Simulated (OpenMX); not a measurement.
Ni:

```
Ni
1.0
     0.00000    1.73757    1.73757
     1.73757    0.00000    1.73757
     1.73757    1.73757    0.00000
Ni
1
Direct
  0.00000 0.00000 0.00000
```

Base run:

| Property | Result |
| --- | --- |
| Program | OpenMX 3.8.5 |
| Functional | PBE |
| Potentials or basis | OpenMX 2013 PBE set, Ni6.0H-s2p2d1, grid cutoff 500 Ry |
| k mesh | 9 × 9 × 9 |
| Occupations | fermi-dirac, width 0.05 eV |
| Spin | collinear spin, ferromagnetic start |
| Starting moments | [1.0] μB |

Its results: pressure 23.0 GPa; net moment 0.50 μB per cell; site moments Ni +0.50 μB.

The run is repeated on the same cell with these changes: potentials or basis from OpenMX 2013 PBE set, Ni6.0H-s2p2d1, grid cutoff 500 Ry to OpenMX 2013 PBE set, Ni6.0H-s3p2d2, grid cutoff 500 Ry. What comes out?

Pressure 16.5 GPa; net moment 0.50 μB per cell; site moments Ni +0.50 μB.

Caveats: the basis of atomic orbitals isn't converged, which shifts pressures, moduli and gaps; the transition metal has a single d function, too few for pressures, volumes and moments (some runs).
